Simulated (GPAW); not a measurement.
Wanted: an ASE script for a GPAW 26.7.0 run.

```
Task                : single point
Functional          : PBE
Potentials or basis : GPAW PAW data sets (gpaw-data 1.2.1)
Cutoff              : 600 eV
Basis               : pw
k mesh              : 11 × 11 × 6
Occupations         : gaussian, width 0.014 eV
Spin                : no spin polarisation
Maxiter             : 150
```

Ru:

```xyz
2
Lattice="2.7058 0.0000 0.0000 -1.3529 2.3433 0.0000 0.0000 0.0000 4.2819" Properties=species:S:1:pos:R:3 pbc="T T T"
Ru    1.3529    0.7811    3.2114
Ru    0.0000    1.5622    1.0705
```

The input as run:

run.py

```python
from ase import Atoms
from ase.dft.bandgap import bandgap
from ase.io import write
from ase.units import Bohr, GPa
from gpaw import GPAW, PW
from gpaw.elf import elf_from_dft_calculation

atoms = Atoms(['Ru', 'Ru'],
              cell=[[2.7058, 0.0, 0.0],
                    [-1.3529, 2.3432915376, 0.0],
                    [0.0, 0.0, 4.2819]],
              scaled_positions=[[0.6666666667, 0.3333333333, 0.75],
                                [0.3333333333, 0.6666666667, 0.25]],
              pbc=True)

calc = GPAW(mode=PW(600),
            xc='PBE',
            kpts={'size': (11, 11, 6), 'gamma': True},
            occupations={'name': 'methfessel-paxton', 'order': 0, 'width': 0.014},
            nbands=29,
            convergence={'density': 1e-05, 'energy': 1e-05},
            maxiter=150,
            txt='gpaw.txt')
atoms.calc = calc
energy = atoms.get_potential_energy()
forces = atoms.get_forces()
stress = atoms.get_stress()
calc.write('gs.gpw')
write('result.traj', atoms)
print(f'Energy: {energy:.6f} eV')
print('Forces (eV/A):')
print(forces.round(4))
print('Stress (GPa):', (stress / GPa).round(3))
print('Fermi level:', round(calc.get_fermi_level(), 4), 'eV')
print(f'Gap: {bandgap(calc)[0]:.4f} eV, direct: {bandgap(calc, direct=True)[0]:.4f} eV')

# fields on the real-space grid
write('density.cube', atoms, data=calc.get_pseudo_density() * Bohr**3)
write('potential.cube', atoms, data=calc.get_electrostatic_potential())
write('elf.cube', atoms, data=elf_from_dft_calculation(calc).data)
```

Potentials or basis: GPAW PAW data sets (gpaw-data 1.2.1), pw.

Run with:

```sh
$ OMP_NUM_THREADS=1 python run.py
```

Results of the run:

| Property | Result |
| --- | --- |
| Pressure | 3.6 GPa |
| Band gap on the k mesh | none (metal or under the smearing width) |

Wall time 33 s on 1 thread of Arm Neoverse V1, with other jobs on the host, peak memory 0.18 GiB.
